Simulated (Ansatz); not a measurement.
(100) slab cut from the bulk of GaSb, 15 Å of vacuum:

```xyz
7
Lattice="4.3938 0.0000 0.0000 0.0000 4.3938 0.0000 0.0000 0.0000 24.3208" Properties=species:S:1:pos:R:3 pbc="T T T"
Ga    2.1969    2.1969    7.5000
Sb    2.1969    0.0000    9.0535
Ga    0.0000    0.0000   10.6069
Sb    0.0000    2.1969   12.1604
Ga    2.1969    2.1969   13.7138
Sb    2.1969    0.0000   15.2673
Ga    0.0000    0.0000   16.8208
```

All numbers below come from DFT PBE, scalar-relativistic, plane waves, PAW in Ansatz 0.2.0. Cutoff 420 eV; k points 8×8×1 on the computed 7-atom cell (Γ-centred); Gaussian smearing, width 0.10 eV; no spin polarisation. The cell repeats along c with a dipole correction in the vacuum.

This base run converges in 10 iterations with a largest force of 0.658 eV/Å and a work function of 4.39 eV on the top face.

One setting at a time is then changed, some of them on purpose to poor values; changes count from the base run, energies are extrapolated to zero smearing, atoms stay where they are, and risky runs are capped at 50 to 100 iterations. The slab isn't stoichiometric (Ga4Sb3).

(1) What happens with vacuum of 10 Å?

(2) What happens with cutoff 700 eV?

Spin-orbit coupling is left out, which matters for the bands of heavy elements. In some of the runs (vacuum 10) charge leaks into the vacuum, so their work functions can be off.

Answers

(1) It converges in 10 iterations; ΔE (meV/atom) 0.0, Δφ top (eV) 0.00, largest force (eV/Å) 0.658, largest change of a force (eV/Å) 0.000.

(2) It converges in 10 iterations; ΔE (meV/atom) -1.5, Δφ top (eV) 0.00, largest force (eV/Å) 0.657, largest change of a force (eV/Å) 0.000.

Cost: 3 runs of about 5.6 core-minutes in all, on AMD EPYC 7R43 (Zen 3) (shared hosts).